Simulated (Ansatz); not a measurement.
# Al7As8: the cost of one run

Computed with Ansatz 0.2.0 (DFT PBE, scalar-relativistic, plane waves, PAW, unless a step's input says otherwise).

5 further runs of the same task are left out: 1 for a broken database entry, 1 that didn't finish, 3 set aside as unsound or not needed.

## 1. The structure to begin with

It takes space group F-43m (No. 216, cubic). Conventional cell: a = 11.455 Å, b = 11.455 Å, c = 11.455 Å, α = 90.00°, β = 90.00°, γ = 90.00°. Al (site symmetry 2mm) is surrounded by 4 As at 2.48 Å. Al (site symmetry -43m) is surrounded by 4 As at 2.48 Å. As (site symmetry 3m) is surrounded by 3 Al at 2.48 Å. As (site symmetry 3m) is surrounded by 4 Al at 2.48 Å.

The input asks for a charge of -3 e on the cell.

Coordinates:

```
CELL_PARAMETERS angstrom
-5.72761 0.00000 5.72761
-5.72761 -5.72761 0.00000
0.00000 -5.72761 5.72761
ATOMIC_POSITIONS crystal
Al 0.00000 0.00000 0.50000
Al 0.00000 0.50000 0.00000
Al 0.00000 0.00000 0.00000
Al 0.50000 0.50000 0.50000
Al 0.50000 0.00000 0.50000
Al 0.50000 0.50000 0.00000
Al 0.50000 0.00000 0.00000
As 0.37500 0.37500 0.37500
As 0.37500 0.87500 0.37500
As 0.37500 0.37500 0.87500
As 0.37500 0.87500 0.87500
As 0.87500 0.37500 0.37500
As 0.87500 0.87500 0.37500
As 0.87500 0.37500 0.87500
As 0.87500 0.87500 0.87500
```

It is built from the cell relaxed beforehand with the same method (23.49 Å³/atom).

## 2. Setting up the jump

The supercell lacks one Al atom, at fractional position (0.000, 0.500, 0.500), and holds 15 atoms and a charge of -3 e on a uniform background. Atom 1 (Al), 4.05 Å away, is to jump into the empty site. The cell is fixed.

## 3. Relaxing around the vacancy

Contents of input.yaml:

```yaml
crystal:
  lattice:
    - [-5.7276133411, 0.0, 5.7276133411]
    - [-5.7276133411, -5.7276133411, 0.0]
    - [0.0, -5.7276133411, 5.7276133411]
  atoms:
    - { symbol: Al, position: [0.0, 0.0, 0.5] }
    - { symbol: Al, position: [0.0, 0.5, 0.0] }
    - { symbol: Al, position: [0.0, 0.0, 0.0] }
    - { symbol: Al, position: [0.5, 0.5, 0.5] }
    - { symbol: Al, position: [0.5, 0.0, 0.5] }
    - { symbol: Al, position: [0.5, 0.5, 0.0] }
    - { symbol: Al, position: [0.5, 0.0, 0.0] }
    - { symbol: As, position: [0.375, 0.375, 0.375] }
    - { symbol: As, position: [0.375, 0.875, 0.375] }
    - { symbol: As, position: [0.375, 0.375, 0.875] }
    - { symbol: As, position: [0.375, 0.875, 0.875] }
    - { symbol: As, position: [0.875, 0.375, 0.375] }
    - { symbol: As, position: [0.875, 0.875, 0.375] }
    - { symbol: As, position: [0.875, 0.375, 0.875] }
    - { symbol: As, position: [0.875, 0.875, 0.875] }
total_charge: -3
basis:
  ecutwfc: 420
kpoints:
  mp_grid: { grid: [4, 4, 4] }
hamiltonian:
  xc: pbe
scf:
  occupations: { method: gaussian, width: 0.05 }
output:
  forces: true
  stress: true
  eigenvalues: true
relax:
  adjacent_minimum: "off"
  f_tol: 0.02
  max_steps: 50
```

Run with:

```console
$ ansatz run input.yaml --threads 4 --pin off --max-ram 9216MiB --backend cpu --events-out ev --progress --plain --runs-dir out
```

**Question.** How long does this run take on 4 threads of an x86-64 CPU, shared host, and how much memory does it need?

About 17 s, with a peak of 1.1 GiB.
